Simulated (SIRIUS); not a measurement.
Write the native input for SIRIUS 7.10.0 that does the following.

- Task: single point
- Functional: PBE
- Potentials or basis: SG15 1.2 PBE (norm-conserving)
- Cutoff: 1102 eV
- Density cutoff: 4408 eV
- k mesh: 12 × 12 × 12
- Occupations: fermi-dirac, width 0.05 eV
- Spin: no spin polarisation
- Libxc names: ["XC_GGA_X_PBE", "XC_GGA_C_PBE"]
- Energy tol: 1e-08 Ha
- Density tol: 1e-06
- Mixer: anderson
- Mixing beta: 0.7
- Max scf: 100
- Radial cutoff for the potentials' integrals: 6.5 bohr

The system is Ir.

```
CELL_PARAMETERS angstrom
0.00000 1.91560 1.91560
1.91560 0.00000 1.91560
1.91560 1.91560 0.00000
ATOMIC_POSITIONS crystal
Ir 0.00000 0.00000 0.00000
```

These files were run (other wordings do the same):

sirius.json

```json
{
  "control": {
    "processing_unit": "cpu",
    "verbosity": 2,
    "num_bands_to_print": 16,
    "print_forces": true,
    "print_stress": true
  },
  "parameters": {
    "electronic_structure_method": "pseudopotential",
    "xc_functionals": ["XC_GGA_X_PBE", "XC_GGA_C_PBE"],
    "gk_cutoff": 9.0,
    "pw_cutoff": 18.0,
    "ngridk": [12, 12, 12],
    "shiftk": [0, 0, 0],
    "smearing": "fermi_dirac",
    "smearing_width": 0.0018374661,
    "num_bands": 16,
    "num_mag_dims": 0,
    "num_dft_iter": 100,
    "energy_tol": 1e-08,
    "density_tol": 1e-06
  },
  "iterative_solver": {
    "type": "davidson",
    "min_tolerance": 1e-09,
    "tolerance_scale": [0.1, 0.25]
  },
  "mixer": {
    "type": "anderson",
    "beta": 0.7,
    "max_history": 8
  },
  "settings": {
    "tol_ne": 1e-10,
    "pseudo_grid_cutoff": 6.5
  },
  "unit_cell": {
    "lattice_vectors": [
      [0.0, 3.619959364333, 3.619959364333],
      [3.619959364333, 0.0, 3.619959364333],
      [3.619959364333, 3.619959364333, 0.0]
    ],
    "atom_coordinate_units": "lattice",
    "atom_types": ["Ir"],
    "atom_files": {
      "Ir": "Ir.json"
    },
    "atoms": {
      "Ir": [
        [0.0, 0.0, 0.0]
      ]
    }
  }
}
```

Potentials or basis: SG15 1.2 PBE (norm-conserving).

Run with:

```bash
$ upf_to_json Ir_ONCV_PBE-1.2.upf
$ OMP_NUM_THREADS=1 sirius.scf --input=sirius.json --output=out.json --task=0
```

It gave:

The pressure is 10.5 GPa and the band gap on the k mesh is none (metal or under the smearing width).

It took 20 s on 1 thread of Arm Neoverse V2, on a shared host, peak memory 0.21 GiB.
